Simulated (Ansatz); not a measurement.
# Re: further runs on the relaxed cell

An exercise on one series of results from a longer session: the logs are not shown, and one member is left open.

This is Re in the fcc structure; at room conditions it is hcp.

Method: DFT PBEsol, scalar-relativistic, plane waves, PAW, in Ansatz 0.2.0.

2 further runs of the same task are left out: 2 set aside as unsound or not needed.

### The structure to begin with

The structure is cubic, space group Fm-3m (No. 225). The conventional cell has a = 3.881 Å, b = 3.881 Å, c = 3.881 Å, α = 90.00°, β = 90.00°, γ = 90.00°. Re (site symmetry m-3m) has 12 Re at 2.74 Å as nearest neighbours.

Structure file:

```
CELL_PARAMETERS angstrom
0.00000 1.94028 1.94028
1.94028 0.00000 1.94028
1.94028 1.94028 0.00000
ATOMIC_POSITIONS crystal
Re 0.00000 0.00000 0.00000
```

This cell was relaxed beforehand with the same method: volume 14.61 Å³/atom, gap on the mesh none (metal).

The first run:

Contents of input.yaml:

```yaml
crystal:
  lattice:
    - [0.0, 1.9402774905, 1.9402774905]
    - [1.9402774905, 0.0, 1.9402774905]
    - [1.9402774905, 1.9402774905, 0.0]
  atoms:
    - { symbol: Re, position: [0.0, 0.0, 0.0] }
basis:
  ecutwfc: 420
kpoints:
  mp_grid: { grid: [18, 18, 18] }
  band_path:
    path:
      - [[0.0, 0.0, 0.0], [0.5, 0.0, 0.5], [0.625, 0.25, 0.625]]
      - [[0.375, 0.375, 0.75], [0.0, 0.0, 0.0], [0.5, 0.5, 0.5], [0.5, 0.25, 0.75], [0.5, 0.0, 0.5]]
    npoints: 14
hamiltonian:
  xc: pbesol
scf:
  occupations: { method: gaussian, width: 0.1 }
  n_extra_bands: 6
output:
  forces: true
  stress: true
  eigenvalues: true
  populations: true
  dos: { projected: true, de: 0.02, nscf_kmesh: { grid: [27, 27, 27] } }
  bader: true
  write_density: true
  write_potential: true
  elf: true
  volumetric_format: npy
```

Command:

```sh
ansatz run input.yaml --threads 1 --pin off --max-ram 2560MiB --backend cpu --events-out ev --progress --plain --runs-dir out
```

Among the steps run: Electronic structure at the relaxed geometry; The cell as listed, for comparison; Volume × 0.97; Point at V/V0 = 1.03; Point at V/V0 = 0.94; Volume × 1.06; Volume × 0.91; Point at V/V0 = 1.10; Point at V/V0 = 0.88.

One of the session's tables, all rows but one given; the rest of the session is left out.

It belongs to the step «Energy against volume». 

```
volume (Å³/atom)  energy above the lowest point (meV/atom)  pressure (GPa)
          12.856                                     318.7           65.34
          13.294                                     168.9           44.85
          13.732                                         ?               ?
          14.171                                      16.7           12.64
          14.609                                       0.0            0.00
          15.047                                      15.2          -10.77
          15.486                                      57.6          -19.93
          16.070                                     149.4          -30.00
```

Q: Estimate the row for volume (Å³/atom) = 13.732 from the others.

Worked estimate for «energy above the lowest point (meV/atom)». A straight line through the neighbours (13.294, 168.9) and (14.171, 16.7) gives 168.9 + (16.7 − 168.9) × (13.732 − 13.294) / (14.171 − 13.294) = 92.9; a parabola fitted to 4 rows on both sides gives 70.7.

The run gave: energy above the lowest point (meV/atom): 70.9; pressure (GPa): 27.46. In «energy above the lowest point (meV/atom)» the line misses by +22.0 and the parabola by -0.2.
